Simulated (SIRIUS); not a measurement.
# Ti (P6_3/mmc) in SIRIUS: notebook

One crystal, Ti, is run at these levels: PBE; tasks: single point.

All numbers are computed with SIRIUS 7.12.0; they aren't measurements. Logs are shortened: lines on timing, memory, paths and dates and some standing lists are left out, and cuts for length are marked. The log counts tension as positive stress, the text compression.

### 1 Starting point

It takes space group P6_3/mmc (No. 194, hexagonal). Conventional cell: a = 2.950 Å, b = 2.950 Å, c = 4.680 Å, α = 90.00°, β = 90.00°, γ = 120.00°. Ti (site symmetry -6m2) is surrounded by 12 Ti at 2.89 to 2.95 Å.

### 2 Single point, PBE

sirius.json

```json
{
  "control": {
    "processing_unit": "cpu",
    "verbosity": 2,
    "num_bands_to_print": 20,
    "print_forces": true,
    "print_stress": true
  },
  "parameters": {
    "electronic_structure_method": "pseudopotential",
    "xc_functionals": ["XC_GGA_X_PBE", "XC_GGA_C_PBE"],
    "gk_cutoff": 9.2,
    "pw_cutoff": 18.4,
    "ngridk": [10, 10, 6],
    "shiftk": [0, 0, 0],
    "smearing": "fermi_dirac",
    "smearing_width": 0.0018374661,
    "num_bands": 20,
    "num_mag_dims": 0,
    "num_dft_iter": 100,
    "energy_tol": 1e-08,
    "density_tol": 1e-06
  },
  "iterative_solver": {
    "type": "davidson",
    "min_tolerance": 1e-10
  },
  "mixer": {
    "type": "anderson",
    "beta": 0.7,
    "max_history": 8
  },
  "settings": {
    "tol_ne": 1e-10,
    "pseudo_grid_cutoff": 6.5
  },
  "unit_cell": {
    "lattice_vectors": [
      [5.574692067646, 0.0, 0.0],
      [-2.787346033823, 4.827824948925, 0.0],
      [0.0, 0.0, 8.843918263249]
    ],
    "atom_coordinate_units": "lattice",
    "atom_types": ["Ti"],
    "atom_files": {
      "Ti": "Ti.json"
    },
    "atoms": {
      "Ti": [
        [0.6666666667, 0.3333333333, 0.75],
        [0.3333333333, 0.6666666667, 0.25]
      ]
    }
  }
}
```

Potentials or basis: PseudoDojo 0.4 PBE stringent (scalar relativistic).

On the command line:

```console
$ upf_to_json Ti.upf
$ OMP_NUM_THREADS=1 sirius.scf --input=sirius.json --output=out.json --task=0
```

Log:

```text
[info] SIRIUS version : 7.12.0
[info] number of MPI ranks           : 1
[info] MPI grid                      : 1 1
[info] maximum number of OMP threads : 1
[fft] FFT context for density and potential
[fft] =====================================
[fft]   comm size                             : 1
[fft]   plane wave cutoff                     : 18.4
[fft]   grid size                             : 36 36 54   total : 69984
[fft]   grid limits                           : -17 18   -17 18   -26 27
[fft]   number of G-vectors within the cutoff : 12542
[fft]   local number of G-vectors             : 12542
[fft]   number of G-shells                    : 1320
[fft] FFT context for coarse grid
[fft] =====================================
[fft]   comm size                             : 1
[fft]   plane wave cutoff                     : 18.4
[fft]   grid size                             : 36 36 54   total : 69984
[fft]   grid limits                           : -17 18   -17 18   -26 27
[fft]   number of G-vectors within the cutoff : 12542
[fft]   local number of G-vectors             : 12542
[fft]   number of G-shells                    : 1320
[unit cell] lattice vectors
[unit cell]   a1 :       5.5746920676      0.0000000000      0.0000000000
[unit cell]   a2 :      -2.7873460338      4.8278249489      0.0000000000
[unit cell]   a3 :       0.0000000000      0.0000000000      8.8439182632
[unit cell] reciprocal lattice vectors
[unit cell]   b1 :       1.1270910090      0.6507262974     -0.0000000000
[unit cell]   b2 :       0.0000000000      1.3014525948      0.0000000000
[unit cell]   b3 :       0.0000000000     -0.0000000000      0.7104526659
[unit cell] unit cell volume :       238.02200975 [a.u.^3]
[unit cell] 1/sqrt(omega)    :         0.06481738
[unit cell] MT volume        :         0.00000000 ( 0.00%)
[unit cell] IT volume        :       238.02200975 (100.00%)
[unit cell] number of atom types : 1
[unit cell] type id : 0 symbol : Ti mt_radius :  15.850000 num_atoms : 2
[unit cell] total number of atoms : 2
[unit cell] number of symmetry classes : 1
[unit cell] number of PAW atoms : 0
[unit cell] atom id  type id  class id             position                      vector_field
[unit cell] ------------------------------------------------------------------------------------------
[unit cell]      0        0        0      0.66667   0.33333   0.75000      0.00000   0.00000   0.00000
[unit cell]      1        0        0      0.33333   0.66667   0.25000      0.00000   0.00000   0.00000
[unit cell] atom id         position (Cartesian, a.u.)
[unit cell] ---------------------------------------------
[unit cell]      0       2.787346    1.609275    6.632939
[unit cell]      1      -0.000000    3.218550    2.210980
[unit cell] class id : 0 atom id : 0 1
[unit cell] minimum bond length:     5.469258
[unit cell] total number of pseudo wave-functions: 20
[sym] space group number   : 194
[sym] international symbol : P6_3/mmc
[sym] Hall symbol          : -P 6c 2c
[sym] space group transformation matrix :
[sym]   1.0000  0.0000  0.0000
[sym]   0.0000  1.0000  0.0000
[sym]   0.0000  0.0000  1.0000
[sym] space group origin shift :
[sym]   0.0000  0.0000  0.0000
[sym] number of space group operations  : 24
[sym] number of magnetic group operations : 24
[sym] metric tensor error: 6.5625e-10
[sym] rotation matrix error: 2.4384e-11
[sym] symmetry operations
[... list of symmetry operations ...]
[atom type] label          : Ti
[atom type] --------------------------------------------------------------------------------
[atom type] symbol         : Ti
[atom type] name           :
[atom type] zn             : 12
[atom type] mass           : 0
[atom type] mt_radius      : 15.85
[atom type] num_mt_points  : 1586
[... 302 lines left out ...]
[diagonalize] average number of iterations: 1.32143
[diagonalize] Lowest band energies
[diagonalize] ik:    0   -1.605473   -1.600737   -0.745158   -0.722548   -0.722548   -0.720374   -0.719027   -0.719027    0.257743    0.386578    0.509733    0.512427    0.512427    0.516070    0.530310    0.530310    0.543269    0.543269    0.598252    0.598252
[diagonalize] ik:    1   -1.605134   -1.600603   -0.744394   -0.724109   -0.723066   -0.720699   -0.720648   -0.719236    0.267852    0.394459    0.492653    0.497486    0.519543    0.524204    0.528374    0.536631    0.537529    0.537862    0.601061    0.624521
[diagonalize] ik:    2   -1.604217   -1.600277   -0.742261   -0.728232   -0.724777   -0.724370   -0.721684   -0.719832    0.296327    0.412994    0.463365    0.477242    0.513570    0.525944    0.527631    0.539607    0.544441    0.554144    0.606262    0.675392
[diagonalize] ik:    3   -1.603003   -1.599948   -0.739215   -0.733387   -0.729664   -0.725906   -0.723303   -0.720630    0.337022    0.423188    0.438653    0.463900    0.510493    0.513736    0.517141    0.568137    0.568981    0.578332    0.610330    0.733019
[diagonalize] ik:    4   -1.601885   -1.599812   -0.737581   -0.736060   -0.733473   -0.727107   -0.725299   -0.721307    0.377293    0.415462    0.422830    0.460209    0.505084    0.509303    0.520752    0.594804    0.601946    0.604854    0.612524    0.730903
[diagonalize] ...
[diagonalize] ik:   51   -1.600608   -1.600608   -0.740714   -0.740714   -0.727179   -0.727179   -0.724128   -0.724128    0.397519    0.397519    0.458133    0.458133    0.507360    0.507360    0.551690    0.551690    0.604505    0.604505    0.637223    0.637223
[diagonalize] ik:   52   -1.601119   -1.601119   -0.737767   -0.737767   -0.727159   -0.727159   -0.723663   -0.723663    0.394764    0.394764    0.463079    0.463079    0.486186    0.486186    0.538964    0.538964    0.606389    0.606389    0.615168    0.615168
[diagonalize] ik:   53   -1.600609   -1.600609   -0.739249   -0.739249   -0.729020   -0.729020   -0.723816   -0.723816    0.409455    0.409455    0.463279    0.463279    0.482652    0.482652    0.542240    0.542240    0.605858    0.605858    0.654209    0.654209
[diagonalize] ik:   54   -1.600413   -1.600413   -0.739785   -0.739785   -0.729822   -0.729822   -0.723809   -0.723809    0.413789    0.413789    0.463849    0.463849    0.480910    0.480910    0.548967    0.548967    0.601610    0.601610    0.680782    0.680782
[diagonalize] ik:   55   -1.600339   -1.600339   -0.738799   -0.738799   -0.731473   -0.731473   -0.723689   -0.723689    0.428754    0.428754    0.455108    0.455108    0.475288    0.475288    0.544101    0.544101    0.600181    0.600181    0.707505    0.707505
[find] Charges and magnetic moments
[find] --------------------------------------------------------------------------------
[find] total charge          : 24.000000
[find] Energy
[find] --------------------------------------------------------------------------------
[find] valence_eval_sum               :     -11.78339230
[find] <rho|V^{XC}>                   :     -19.46468880
[find] <rho|E^{XC}>                   :     -17.43735699
[find] <mag|B^{XC}>                   :       0.00000000
[find] <rho|V^{H}>                    :      48.82630255
[find] one-electron contribution      :     -41.14500605 (Ha),     -82.29001211 (Ry)
[find] hartree contribution           :      24.41315128
[find] xc contribution                :     -17.43735699
[find] ewald contribution             :     -84.54103900
[find] PAW contribution               :       0.00000000
[find] smearing (-TS)                 :      -0.00071615
[find] SCF correction                 :      -0.00000396
[find] Total energy                   :    -118.71025472 (Ha),    -237.42050945 (Ry)
[find] Free energy (E-TS)             :    -118.71097088 (Ha),    -237.42194175 (Ry)
[find] band gap (eV)                  :       0.00000000
[find] Efermi                         :       0.48366397
[find] iteration : 19, RMS (target) : 6.3790e-07 (1.0000e-06) , energy difference (target) : -5.4135e-10 (1.0000e-08)
[find] bands are converged : true
[find] iterative solver converged : false
[find] converged after 20 SCF iterations!
[find] Charges and magnetic moments
[find] --------------------------------------------------------------------------------
[find] total charge          : 24.000000
[find] Energy
[find] --------------------------------------------------------------------------------
[find] valence_eval_sum               :     -11.78339230
[find] <rho|V^{XC}>                   :     -19.46468880
[find] <rho|E^{XC}>                   :     -17.43735699
[find] <mag|B^{XC}>                   :       0.00000000
[find] <rho|V^{H}>                    :      48.82630255
[find] one-electron contribution      :     -41.14500605 (Ha),     -82.29001211 (Ry)
[find] hartree contribution           :      24.41315128
[find] xc contribution                :     -17.43735699
[find] ewald contribution             :     -84.54103900
[find] PAW contribution               :       0.00000000
[find] smearing (-TS)                 :      -0.00071615
[find] SCF correction                 :      -0.00000396
[find] Total energy                   :    -118.71025472 (Ha),    -237.42050945 (Ry)
[find] Free energy (E-TS)             :    -118.71097088 (Ha),    -237.42194175 (Ry)
[find] band gap (eV)                  :       0.00000000
[find] Efermi                         :       0.48366397
[ground_state] === stress tensor components [kbar] ===
[ground_state] === stress_kin ===
[ground_state] -38773.974057    0.000000   -0.000000
[ground_state]     0.000000-38773.974056    0.000000
[ground_state]    -0.000000    0.000000-38492.117618
[ground_state] === stress_har ===
[ground_state] -9855.987427    0.000000    0.000000
[ground_state]     0.000000-9855.987426    0.000000
[ground_state]     0.000000    0.000000-10464.209904
[ground_state] === stress_ewald ===
[ground_state] 35258.779958    0.000000    0.000000
[ground_state]     0.00000035258.779957   -0.000000
[ground_state]     0.000000   -0.00000033980.461801
[ground_state] === stress_vloc ===
[ground_state] 10498.379719    0.000000    0.000000
[ground_state]     0.00000010498.379718    0.000000
[ground_state]     0.000000    0.00000012144.352786
[ground_state] === stress_xc ===
[ground_state]  2777.001758    0.000000    0.000000
[ground_state]     0.000000 2777.001757   -0.000000
[ground_state]     0.000000   -0.000000 2776.301439
[ground_state] === stress_core ===
[ground_state]  3771.035640    0.000000    0.000000
[ground_state]     0.000000 3771.035640    0.000000
[ground_state]     0.000000    0.000000 3767.943223
[ground_state] === stress_nonloc ===
[ground_state] -3662.410976    0.000000    0.000000
[ground_state]     0.000000-3662.410976   -0.000000
[ground_state]     0.000000   -0.000000-3696.030256
[ground_state] === stress_us_nl ===
[ground_state] -3662.410976    0.000000    0.000000
[ground_state]     0.000000-3662.410976   -0.000000
[ground_state]     0.000000   -0.000000-3696.030256
[ground_state] === stress_total ===
[ground_state]    12.824615    0.000000    0.000000
[ground_state]     0.000000   12.824615   -0.000000
[ground_state]     0.000000   -0.000000   16.701471
[ground_state] ==== total Forces in Ha/bohr =====
[ground_state] atom:    0, force:      -0.0000000     -0.0000000      0.0000000
[ground_state] atom:    1, force:       0.0000000      0.0000000     -0.0000000
[ground_state] ==== ultrasoft contribution from Qij =====
[ground_state] atom:    0, force:       0.0000000      0.0000000      0.0000000
[ground_state] atom:    1, force:       0.0000000      0.0000000      0.0000000
[ground_state] ==== non-local contribution from Beta-projector =====
[ground_state] atom:    0, force:       0.0000000     -0.0000000      0.0000000
[ground_state] atom:    1, force:       0.0000000      0.0000000      0.0000000
[ground_state] ==== contribution from local potential =====
[ground_state] atom:    0, force:       0.0000000      0.0000000      0.0000000
[ground_state] atom:    1, force:       0.0000000      0.0000000     -0.0000000
[ground_state] ==== contribution from core density =====
[ground_state] atom:    0, force:       0.0000000     -0.0000000      0.0000000
[ground_state] atom:    1, force:       0.0000000      0.0000000      0.0000000
[ground_state] ==== Ewald forces from ions =====
[ground_state] atom:    0, force:      -0.0000000      0.0000000      0.0000000
[ground_state] atom:    1, force:       0.0000000     -0.0000000      0.0000000
[~DFT_ground_state] local op. applied: 43983
[~DFT_ground_state] evp. work count: 8914.85
[~DFT_ground_state] number of iterative solver steps: 1523
```

Run time: 52 s. Hardware: 1 thread of Intel Xeon 6975P-C (Granite Rapids), shared host; peak memory 0.39 GiB.

Results:

| Quantity | Value |
| --- | --- |
| Free energy | -3230.2901 eV |
| Pressure | -1.4 GPa |
| Band gap on the k mesh | none (metal or under the smearing width) |

Stress tensor (GPa, compression positive):
```
-1.28  0.00  0.00
 0.00 -1.28  0.00
 0.00  0.00 -1.67
```

(Part 1 of 2 ends here.)
